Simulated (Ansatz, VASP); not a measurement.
## One calculation of Ag, two programs

```
Ag
1.0
     2.85484    0.00000    0.00000
    -1.42742    2.47236    0.00000
     0.00000    0.00000    4.66712
Ag
2
Cartesian
  0.0000 1.6482 1.1668
  1.4274 0.8241 3.5003
```

This isn't the form of Ag at room conditions, which is fcc.

Alike in both runs: task single point; functional PBEsol; k mesh 9 × 9 × 5; occupations gaussian, width 0.15 eV; no spin polarisation.

|  | VASP | Ansatz |
| --- | --- | --- |
| version | VASP 6.6.1 | Ansatz 0.2.0 |
| potentials or method | VASP PAW PBE potentials, release 64 (Ag) | plane waves, PAW |
| plane-wave cutoff (eV) | 520 | 500 |
| valence electrons in the cell | 22 | 38 |

|  | VASP | Ansatz | Ansatz less VASP |
| --- | --- | --- | --- |
| pressure (GPa) | 1.0 | 1.3 | +0.25 |
| largest component of the traceless stress (GPa) | 1.27 | 1.28 | +0.009 |

The functional is the same, so the differences come from potentials, cutoffs and numerics. The two sets of potentials don't hold the same shells in valence.

Caveats: the PAW data sets were made with another functional, which shifts forces and pressure a little (VASP).
